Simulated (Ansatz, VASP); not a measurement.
## BN in VASP and in Ansatz

```
B N
1.0
     0.00000    1.81351    1.81351
     1.81351    0.00000    1.81351
     1.81351    1.81351    0.00000
B N
1 1
Direct
  0.00000 0.00000 0.00000
  0.75000 0.75000 0.75000
```

Change from the starting cell: volume scaled by 1.01.

Alike in both runs: task single point; functional LDA; k mesh 11 × 11 × 11; occupations fermi-dirac, width 0.02 eV; no spin polarisation.

|  | VASP | Ansatz |
| --- | --- | --- |
| version | VASP 6.6.1 | Ansatz 0.2.0 |
| potentials or method | VASP PAW LDA potentials, release 64 (B, N), cutoff 520 eV | all-electron LAPW, scalar-relativistic |

```csv
,VASP,Ansatz,Ansatz less VASP
gap on the k mesh at the Fermi level (eV),4.43,4.44,+0.009
pressure (GPa),-13.7,-14.4,-0.73
```

Ansatz ran all-electron here, so the differences hold the error of VASP's frozen core and of both bases.

Caveats: an odd mesh through Γ misses points on the zone boundary, where band edges often lie.
